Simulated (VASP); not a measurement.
Write the native input for VASP 6.6.1 that does the following.

- Task: relaxation of cell and atoms
- Functional: LDA
- Potentials or basis: VASP PAW LDA potentials, release 64 (Sn_d)
- Cutoff: 600 eV
- k mesh: 12 × 12 × 12
- Occupations: gaussian, width 0.03 eV
- Spin: no spin polarisation
- Further INCAR settings: ALGO = Normal; EDIFF = 1e-06; IBRION = 2; EDIFFG = -0.01; NSW = 90; ISIF = 3

The structure of Sn lies in POSCAR:

```
Sn
1.0
   -2.9196440800      2.9196440800      1.5938000000
    2.9196440800     -2.9196440800      1.5938000000
    2.9196440800      2.9196440800     -1.5938000000
Sn
2
Direct
    0.0000000000      0.0000000000      0.0000000000
    0.7500000000      0.2500000000      0.5000000000
```

The input as run:

INCAR

```
SYSTEM = Sn
PREC = Accurate ; ENCUT = 600
EDIFF = 1E-6 ; ISMEAR = 0
SIGMA = 0.03 ; LREAL = .False.
LASPH = .True. ; NELM = 80
ALGO = Normal ; ISIF = 3
LWAVE = .False. ; LCHARG = .False.
IBRION = 2 ; NSW = 90
EDIFFG = -0.01
```

KPOINTS

```
regular mesh
0
Gamma
  12 12 12
  0 0 0
```

Potentials or basis: VASP PAW LDA potentials, release 64 (Sn_d).

Run with:

```bash
$ cat potpaw_LDA.64/Sn_d/POTCAR > POTCAR
$ mpirun -np 1 vasp_std > vasp.out
```

Results of the run:

| Item | Value |
| --- | --- |
| Relaxed volume | 26.15 Å³/atom |
| Relaxed cell | a = 4.376 Å, b = 4.376 Å, c = 4.376 Å, α = 97.36°, β = 97.36°, γ = 138.06° |
| Space group after relaxing (to 0.05 Å) | I4_1/amd (No. 141) |
| Energy gained by relaxing | 6.7 meV/atom |
| Ionic steps | 9 |
| Pressure after relaxing | 0.0 GPa |
| Band gap on the k mesh | none (metal or under the smearing width) |

Run time: 4 min on 1 thread of Intel(R) Xeon(R) 6975P-C (Granite Rapids) (shared host), peak memory 0.3 GiB.
